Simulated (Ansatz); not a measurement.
## Cs under changes of volume

One of the cells (123.104 Å³/atom); the others are scaled copies at fixed shape and fractional positions:

```
Cs
1.0
     0.00000    3.94834    3.94834
     3.94834    0.00000    3.94834
     3.94834    3.94834    0.00000
Cs
1
Cartesian
  0.0000 0.0000 0.0000
```

This isn't the form of Cs at room conditions, which is bcc.

* Program: Ansatz 0.2.0
* Functional: PBEsol
* Potentials or basis: Ansatz PAW
* Cutoff: 420 eV (not typed: the program's choice for these potentials)
* k mesh: 6 × 6 × 6
* Occupations: fermi-dirac, width 0.05 eV
* Spin: no spin polarisation

```tsv
volume (Å³/atom)	energy over the lowest point (meV/atom)	pressure (GPa)
115.718	0.00	-0.1
118.180	1.56	-0.1
120.642	3.65	-0.2
123.104	6.22	-0.2
125.566	9.21	-0.2
128.028	12.60	-0.2
130.490	?	?
```

**Question.** What does the run at 130.490 Å³/atom give?

**Answer.** Energy over the lowest point 16.35 meV/atom; pressure -0.3 GPa.

Worked out: A Birch-Murnaghan fit of order 3 (a polynomial in V^(-2/3)) to the other rows has no minimum within the range. It gives 16.34 meV/atom at 130.490 Å³/atom, against the run's 16.35, and -dE/dV = -0.3 GPa, against -0.3.

Energies are extrapolated to zero smearing.

Caveats: the PAW data sets come from PBE, with cores solved anew for the run's functional, which leaves a small shift of forces and pressure.
